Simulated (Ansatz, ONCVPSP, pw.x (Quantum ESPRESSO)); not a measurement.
# What a changed setting does to a pw.x run (diamond P)

Potential: optimised norm-conserving Vanderbilt (ONCV), ONCVPSP 4.0.1.1 (patched build), PBE; core [Ne], reference 3s2 3p1; waves: 3s: rc 1.30 bohr, ncon 3, nbas 6, qcut 5.1 1/bohr, 1 projector; 3p: rc 1.65 bohr, ncon 4, nbas 7, qcut 4.2 1/bohr, 1 projector; d scattering state at 0.25 Ha: rc 1.50 bohr, ncon 4, nbas 7, qcut 6.8 1/bohr, 1 projector; local part: polynomial inside 1.05 bohr (lpopt 2, dvloc0 0 Ha); core correction: Teter function, fcfact 3.5, rcfact 1.15. In the d channel the program set the typed energies aside and used 0.050 Ha.

The reference run (k-mesh 8³, cutoffs 55/220 Ry, Fermi–Dirac 0.01 Ry, mixing_beta 0.4, conv_thr 1e-9, no spin) gives -0.56 GPa at 20.949 Å³/atom, where all-electron LAPW gives -0.21 GPa. This run, with its own iteration cap, changes nspin = 2 with starting_magnetization to 0.2.

```
&control
  calculation='scf', prefix='x', pseudo_dir='./', outdir='./tmp', tstress=.true., disk_io='none'
/
&system
  ibrav=0, nat=2, ntyp=1, ecutwfc=55, ecutrho=220, nbnd=12,
  occupations='smearing', smearing='fd', degauss=0.01, nspin=2, starting_magnetization(1)=0.2
/
&electrons
  conv_thr=1e-09, mixing_beta=0.4, electron_maxstep=70
/
ATOMIC_SPECIES
P 1.0 P.UPF
CELL_PARAMETERS angstrom
  0.00000000 2.75668895 2.75668895
  2.75668895 0.00000000 2.75668895
  2.75668895 2.75668895 0.00000000
ATOMIC_POSITIONS crystal
P 0.0000 0.0000 0.0000
P 0.2500 0.2500 0.2500
K_POINTS automatic
8 8 8 0 0 0
```

```bash
pw.x < P.scf.in > P.scf.out
```

Question: How does the run end?

Answer: It converges in 10 iterations; the free energy moves by +0.0 meV/atom and the pressure by +0.00 GPa. The result is that of the reference run.

```
Message from routine setup:
     using ibrav=0 with symmetry is DISCOURAGED, use correct ibrav instead
     lattice parameter (alat)  =       7.3672  a.u.
     unit-cell volume          =     282.7417 (a.u.)^3
     number of electrons       =        10.00
     number of Kohn-Sham states=           12
     kinetic-energy cutoff     =      55.0000  Ry
     charge density cutoff     =     220.0000  Ry
     scf convergence threshold =      1.0E-09
     Exchange-correlation= PBE
     atomic species   magnetization
     number of k points=    29  Fermi-Dirac smearing, width (Ry)=  0.0100
     iteration #  1     ecut=    55.00 Ry     beta= 0.40
     total energy              =     -27.15030261 Ry
     estimated scf accuracy    <       0.56798947 Ry
     total magnetization       =     0.64 Bohr mag/cell
     absolute magnetization    =     0.64 Bohr mag/cell
     iteration #  2     ecut=    55.00 Ry     beta= 0.40
     total energy              =     -27.12057570 Ry
     estimated scf accuracy    <       0.12066126 Ry
     total magnetization       =     0.54 Bohr mag/cell
     absolute magnetization    =     0.54 Bohr mag/cell
     iteration #  3     ecut=    55.00 Ry     beta= 0.40
     total energy              =     -27.13844816 Ry
     estimated scf accuracy    <       0.00220236 Ry
     total magnetization       =     0.35 Bohr mag/cell
     absolute magnetization    =     0.35 Bohr mag/cell
     iteration #  4     ecut=    55.00 Ry     beta= 0.40
     total energy              =     -27.13971702 Ry
     estimated scf accuracy    <       0.00049119 Ry
     total magnetization       =     0.19 Bohr mag/cell
     absolute magnetization    =     0.19 Bohr mag/cell
     iteration #  5     ecut=    55.00 Ry     beta= 0.40
     total energy              =     -27.13987877 Ry
     estimated scf accuracy    <       0.00013879 Ry
     total magnetization       =     0.13 Bohr mag/cell
     absolute magnetization    =     0.13 Bohr mag/cell
     iteration #  6     ecut=    55.00 Ry     beta= 0.40
     total energy              =     -27.14020673 Ry
     estimated scf accuracy    <       0.00000171 Ry
     total magnetization       =     0.01 Bohr mag/cell
     absolute magnetization    =     0.01 Bohr mag/cell
     iteration #  7     ecut=    55.00 Ry     beta= 0.40
     total energy              =     -27.14021834 Ry
     estimated scf accuracy    <       0.00000169 Ry
     total magnetization       =     0.03 Bohr mag/cell
     absolute magnetization    =     0.03 Bohr mag/cell
     iteration #  8     ecut=    55.00 Ry     beta= 0.40
     total energy              =     -27.14023458 Ry
     estimated scf accuracy    <       0.00000003 Ry
     total magnetization       =     0.00 Bohr mag/cell
     absolute magnetization    =     0.00 Bohr mag/cell
     iteration #  9     ecut=    55.00 Ry     beta= 0.40
     total energy              =     -27.14023485 Ry
     estimated scf accuracy    <          8.7E-09 Ry
     total magnetization       =    -0.00 Bohr mag/cell
     absolute magnetization    =     0.00 Bohr mag/cell
     iteration # 10     ecut=    55.00 Ry     beta= 0.40
     the Fermi energy is     6.6522 ev
!    total energy              =     -27.14023486 Ry
     estimated scf accuracy    <          3.1E-11 Ry
     smearing contrib. (-TS)   =      -0.00742306 Ry
     The total energy is F=E-TS. E is the sum of the following terms:
     one-electron contribution =       3.73862702 Ry
     hartree contribution      =       2.54328905 Ry
     xc contribution           =      -7.56332770 Ry
     ewald contribution        =     -25.85140018 Ry
     total magnetization       =    -0.00 Bohr mag/cell
     absolute magnetization    =     0.00 Bohr mag/cell
     convergence has been achieved in  10 iterations
          total   stress  (Ry/bohr**3)                   (kbar)     P=       -5.58
     Message from routine punch:
     Nothing written, as per user request (disk_io='none')
```

The run took about 44 s on one core of a shared host (Neoverse-N1, 64 threads, 124 GiB, load 61).
